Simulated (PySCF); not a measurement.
Computed data sheet: phenylacetylene, `c1(ccccc1)C#C`

Phenylacetylene, C8H6.
Geometry (GFN2-xTB, Å), atoms numbered from 1 in this order:
```xyz
14
C8H6 angstrom
C      2.2072    1.8861    1.6396
C      1.4131    1.2081    1.0471
C      0.4756    0.4072    0.3503
C     -0.0452    0.8366   -0.8703
C     -0.9584    0.0495   -1.5454
C     -1.3614   -1.1650   -1.0133
C     -0.8478   -1.5938    0.2002
C      0.0678   -0.8159    0.8824
H      2.9012    2.4786    2.1574
H      0.2711    1.7855   -1.2793
H     -1.3585    0.3846   -2.4914
H     -2.0757   -1.7768   -1.5440
H     -1.1630   -2.5395    0.6167
H      0.4734   -1.1456    1.8280
```

Structural features include: alkyne and benzene ring.

GFN2-xTB geometry:

```yaml
Point_group_of_the_GFN2-xTB_geometry: C2v
Rotational_constants_A_B_C_of_the_GFN2-xTB_geometry: 5.752, 1.557, 1.225 GHz
```

PBE0/pcSseg-1 ground state and GIAO shieldings, non-relativistic (PySCF):

```yaml
Dipole_moment: 0.69 D
HOMO_energy: -6.93 eV
LUMO_energy: -1.02 eV
HOMO–LUMO_gap: 5.91 eV
Lowest_Hirshfeld_atomic_charge: -0.11 e on C1
Highest_Hirshfeld_atomic_charge: +0.09 e on H9
13C_chemical_shifts_computed_TMS_as_zero_by_class: 139.6 (C4/C8), 134.0 (C6), 133.8 (C5/C7), 126.9 (C3), 89.2 (C2), 87.4 (C1) ppm
1H_chemical_shifts_computed_TMS_as_zero_by_class: 7.90 (H10/H14), 7.63 (H11/H13), 7.61 (H12), 2.81 (H9) ppm
Mayer_bond_orders_between_heavy_atoms: C1–C2 2.34, C2–C3 1.01, C3–C4 1.40, C4–C5 1.45, C5–C6 1.43, C6–C7 1.43, C7–C8 1.45, C8–C3 1.40
```

Monoisotopic mass (most abundant isotopes): 102.0470 u.

In atomic units the dipole is 0.27 e·bohr (1 au = 2.5417 D). With B = h/(8π²I), that is 505.379 GHz u Å² over I, the principal moments of inertia are 87.9, 324.6 and 412.5 u Å² (most abundant isotopes). The rotational constants make it an asymmetric top with κ = (2B − A − C)/(A − C) = -0.85, nearer the prolate limit (−1). A dipole of 0.69 D is allowed in C2v, and pure rotational transitions are dipole-allowed.

Isolated species at its GFN2-xTB geometry, gas phase.

For the NMR shielding job (PBE0/pcSseg-1), the run took about 17 s of CPU time (one thread, shared machine).
